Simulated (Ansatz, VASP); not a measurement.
Two plane-wave programs on MgO

The input INCAR:

```
SYSTEM = MgO
PREC = Accurate
ENCUT = 520
EDIFF = 1E-7
ISMEAR = -1
SIGMA = 0.1
LREAL = .FALSE.
LASPH = .TRUE.
NELM = 100
ALGO = Fast
ISIF = 2
LWAVE = .FALSE.
LCHARG = .TRUE.
GGA = PE
LELF = .TRUE.
LVHAR = .TRUE.
NBANDS = 11
```

The input KPOINTS:

```
Automatic mesh
0
G
  9 9 9
  0 0 0
```

POSCAR

```
MgO
1.0
    0.0000000000      2.1515000000      2.1515000000
    2.1515000000      0.0000000000      2.1515000000
    2.1515000000      2.1515000000      0.0000000000
Mg O
1 1
Direct
    0.0000000000      0.0000000000      0.0000000000
    0.5000000000      0.5000000000      0.5000000000
```

Input for Ansatz:

```yaml
crystal:
  lattice:
    - [0.0, 2.1515, 2.1515]
    - [2.1515, 0.0, 2.1515]
    - [2.1515, 2.1515, 0.0]
  atoms:
    - { symbol: Mg, position: [0.0, 0.0, 0.0] }
    - { symbol: O, position: [0.5, 0.5, 0.5] }
hamiltonian:
  xc: pbe
  pseudopotentials: { kind: paw }
basis:
  ecutwfc: 420
kpoints:
  mp_grid: { grid: [9, 9, 9] }
scf:
  occupations: { method: fermi_dirac, width: 0.1 }
  lower_state_search: "off"
output:
  forces: true
  stress: true
  write_density: true
  write_potential: true
  elf: true
  volumetric_format: npy
```

Alike in both runs: task single point; functional PBE; k mesh 9 × 9 × 9; occupations fermi-dirac, width 0.1 eV; no spin polarisation.

|  | VASP | Ansatz |
| --- | --- | --- |
| version | VASP 6.6.1 | Ansatz 0.2.0 |
| potentials or method | VASP PAW PBE potentials, release 64 (Mg, O) | PAW, plane waves, scalar-relativistic |
| plane-wave cutoff (eV) | 520 | 420 |
| valence electrons in the cell | 8 | 16 |

|  | VASP | Ansatz | Ansatz less VASP |
| --- | --- | --- | --- |
| gap on the k mesh at the Fermi level (eV) | 4.13 | 4.15 | +0.019 |
| pressure (GPa) | -5.5 | -4.8 | +0.73 |

With one functional, cell and mesh, what is left measures potentials, basis and numerics. The two sets of potentials don't hold the same shells in valence.

A hybrid or GW would open this gap; PBE tends to underestimate it.
